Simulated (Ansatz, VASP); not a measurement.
# SnSe2 in VASP and in Ansatz

```xyz
3
Lattice="3.8407 0.0000 0.0000 -1.9204 3.3262 0.0000 0.0000 0.0000 6.5263" Properties=species:S:1:pos:R:3 pbc="T T T"
Sn    0.0000    0.0000    0.0000
Se    0.0000    2.2174    1.5738
Se    1.9204    1.1087    4.9525
```

Alike in both runs: task relaxation of cell and atoms; functional r2SCAN; k mesh 9 × 9 × 4; occupations gaussian, width 0.02 eV; no spin polarisation.

|  | VASP | Ansatz |
| --- | --- | --- |
| version | VASP 6.6.1 | Ansatz 0.2.0 |
| potentials or method | VASP PAW PBE potentials, release 64 (Sn_d, Se) | scalar-relativistic, plane waves, PAW |
| plane-wave cutoff (eV) | 600 | 500 |
| valence electrons in the cell | 26 | 46 |

```csv
,VASP,Ansatz,Ansatz less VASP
"gap on the k mesh at the Fermi level, each at its own relaxed structure (eV)",1.09,1.09,-0.001
relaxed volume (Å³/atom),27.81,27.79,-0.022
relaxed cell length with the largest relative difference (Å),6.528,6.526,-0.0017
```

The two sets of potentials don't hold the same shells in valence.

Caveats: the PAW data sets were made with another functional, which shifts forces and pressure a little (VASP); spin-orbit coupling is left out, which moves the levels of the heavy elements; an odd mesh through Γ misses points on the zone boundary, where band edges often lie.
